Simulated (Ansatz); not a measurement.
HF on a (110) slab of Ta (Im-3m (No. 229)), 3 planes, outer planes Ta (top) and Ta (bottom), 1 a cell of 30.5 Å², relaxed and still whole (its atoms last):

```xyz
14
Lattice="5.6897 0.0000 0.0000 -1.8966 5.3643 0.0000 0.0000 0.0000 22.6456" Properties=species:S:1:pos:R:3 pbc="T T T"
Ta    0.9483    1.3411    8.0000
Ta    0.0000    4.0232    8.0000
Ta    3.7931    1.3411    8.0000
Ta    2.8448    4.0232    8.0000
Ta    1.8985    2.6850   10.2931
Ta    2.8492    0.0000   10.2583
Ta   -0.9489    2.6861   10.2591
Ta    0.0021    0.0036   10.2681
Ta    2.8620    4.0552   12.6588
Ta    3.7828    1.3298   12.4977
Ta    0.0102    4.0055   12.4988
Ta    0.9192    1.3170   12.5408
F     2.5588    3.6104   14.9385
H     1.9680    2.8965   14.5279
```

Computed with DFT PBE+D3(BJ), scalar-relativistic, plane waves, PAW (Ansatz). Plane waves to 420 eV, a k mesh through Γ of 4×4×1 on the computed 14-atom cell and Gaussian smearing (0.10 eV); no spin polarisation. A dipole correction removes the field between periodic images along c.

It binds with 0.40 eV a molecule against the clean slab and the free molecule (no zero-point or thermal terms); its shortest contact is F–Ta 2.34 Å. Take first-order desorption with no barrier to adsorption, no reaction on the face and an assumed prefactor of 10^13 s⁻¹.

(1) How long does a molecule stay at 573 K?

(2) Where does its peak lie in a desorption experiment heated at 1 K/s?

(3) Is this physisorption or chemisorption?

## Answers

(1) τ = ν⁻¹·exp(E/k_BT) with k_BT = 0.0494 eV: E/k_BT = 8.1, so τ ≈ 3×10^-10 s. At about one hit a site a second (10⁻⁶ mbar) the coverage is near τ × 1 s⁻¹, so a layer needs more than atmospheric pressure.

(2) The peak obeys E/(k_B·T_p²) = (ν/β)·exp(−E/k_BT_p). Solving gives T_p ≈ 147 K (E/k_BT_p = 31.5). An error of 0.1 eV in E moves it by about 37 K, and larger molecules have larger prefactors, which lowers it.

(3) The tightest contact, F–Ta 2.34 Å, is 1.03 times the sum of covalent radii, and deformation and lateral interaction add up to +0.21 eV. This is chemisorption.